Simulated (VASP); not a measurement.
The system is BaTiO3.

```xyz
10
Lattice="-2.8277 -1.6326 -2.3177 2.8277 -4.8977 0.0000 -2.8277 -1.6326 4.6355" Properties=species:S:1:pos:R:3 pbc="T T T"
Ba    0.0173   -6.4883    4.4750
Ba   -2.8449   -4.9396    0.1605
Ti   -0.0507   -6.4912    1.1667
Ti    0.0507   -3.3041   -0.9720
O    -2.9184   -3.1975    2.1689
O     0.0907   -4.8993   -0.0148
O    -1.2876   -5.6890    2.2893
O    -1.4829   -2.5067   -0.1352
O    -4.0760   -2.5422   -0.0739
O     1.1912   -2.3885   -0.0897
```

The cell isn't the ideal one: a zone-boundary wave of random shape, sigma 0.1 Å.

Base run:

- Program: VASP 6.6.1
- Functional: PBEsol
- Potentials or basis: VASP PAW PBE potentials, release 64 (Ba_sv, Ti_sv, O)
- Cutoff: 520 eV
- k mesh: 5 × 4 × 4
- Occupations: gaussian, width 0.02 eV
- Spin: no spin polarisation

Its results: band gap on the k mesh 2.24 eV, indirect (least direct gap 2.29 eV).

Q: The run is repeated on the same cell with these changes: k mesh from 5 × 4 × 4 to 4 × 3 × 3; further incar settings from ALGO = Normal; EDIFF = 1e-06; NBANDS = 72 to ALGO = Normal; EDIFF = 1e-08. What comes out?

A: Band gap on the k mesh 2.15 eV, indirect (least direct gap 2.29 eV).

Caveats: spin-orbit coupling is left out, which moves the levels of the heavy elements; an odd mesh through Γ misses points on the zone boundary, where band edges often lie.
